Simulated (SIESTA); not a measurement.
Runs of SIESTA 5.4.2 on Sb. It takes space group R-3m (No. 166, trigonal). The conventional cell has a = 4.308 Å, b = 4.308 Å, c = 11.274 Å, α = 90.00°, β = 90.00°, γ = 120.00°. Around Sb (site symmetry 3m) lie 3 Sb at 2.91 Å. 

```csv
task,level,potentials or basis,cell,gap on the mesh (eV),pressure (GPa),V0 of scaled cells (Å³/atom),B0 (GPa),largest force (eV/Å)
single point,PBEsol,"PseudoDojo 0.4 standard (PBEsol files), DZP (energy shift 0.003 Ry; two zetas on semicore shells)","atoms moved at random, drawn with an rms of 0.05 Å",none,0.4,-,-,0.18
band structure,PBEsol,"PseudoDojo 0.4 standard (PBEsol files), DZP (energy shift 0.003 Ry; two zetas on semicore shells)",as given,none,0.9,-,-,0.32
single point,PBEsol,"PseudoDojo 0.4 standard (PBEsol files), DZP (energy shift 0.003 Ry; two zetas on semicore shells)",as given,none,0.9,-,-,0.32
equation of state,LDA,"PseudoDojo 0.4 standard (LDA files), DZP (energy shift 0.003 Ry; two zetas on semicore shells)",as given,-,-,30.06,(a),-
equation of state,PBEsol,"PseudoDojo 0.4 standard (PBEsol files), DZP (energy shift 0.003 Ry; two zetas on semicore shells)",as given,-,-,30.67,54,-
```

Alike in all rows: no spin polarisation; k mesh 8 × 8 × 8; smearing fermi-dirac 0.05 eV; grid cutoff 500 Ry; energy shift 0.003 Ry.

Question: Estimate the missing entries.

Answer: (a) 59.

Caveats: the basis of atomic orbitals isn't converged, which shifts pressures, moduli and gaps; the cell was scaled at fixed shape and fractional positions, which overstates the stiffness of a crystal with free parameters, most of all of layers and chains (some runs); spin-orbit coupling is left out, which moves the levels of the heavy elements (some runs).

A k mesh can miss the band edges, and the runs leave out spin-orbit coupling on Sb.

A gap of «none» marks a metal or a gap under the smearing width.
